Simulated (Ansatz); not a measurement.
BeO (wurtzite, P6_3mc), plane-wave PAW PBEsol (Ansatz code). The conduction-band minimum lies at Γ, with 1 equivalent valley. Second derivatives d²E/dk² of the lowest band at one valley (eV·Å²), along Cartesian directions:

```json
[
 {"direction": "[100]", "d²E/dk²": "12.44"},
 {"direction": "[010]", "d²E/dk²": "12.44"},
 {"direction": "[001]", "d²E/dk²": "14.14"},
 {"direction": "[110]", "d²E/dk²": "12.44"},
 {"direction": "[101]", "d²E/dk²": "13.29"},
 {"direction": "[011]", "d²E/dk²": "13.29"}
]
```

Question: Find the principal effective masses, the density-of-states mass and the conductivity mass.

Answer: Off-diagonal terms follow from H_xy = H[110] − (H_xx + H_yy)/2, and m*/mₑ = 7.620 eV·Å² over each eigenvalue: 0.54, 0.61, 0.61. One valley's DOS mass (m₁m₂m₃)^(1/3) = 0.59, conductivity mass 3/(Σ 1/mᵢ) = 0.59 mₑ.

Question: What effective density of states Nc follows at 300 K for parabolic valleys?

Answer: Nc = 2.509e19 × 1 × (0.59)^(3/2) ≈ 1.1e19 cm⁻³.

Question: With the computed static dielectric constant 7.10 (mean of the diagonal), estimate a hydrogenic donor's binding energy and radius.

Answer: E = 13.606 eV × 0.59/7.10² ≈ 160 meV; a = 0.529 Å × ε/m* ≈ 6.4 Å. Semilocal masses tend to be too small where the gap is.

The PBEsol relaxation kept the symmetry of its start; phonons on a q-mesh show no instability.

Potentials: the later of the program's two PAW sets.
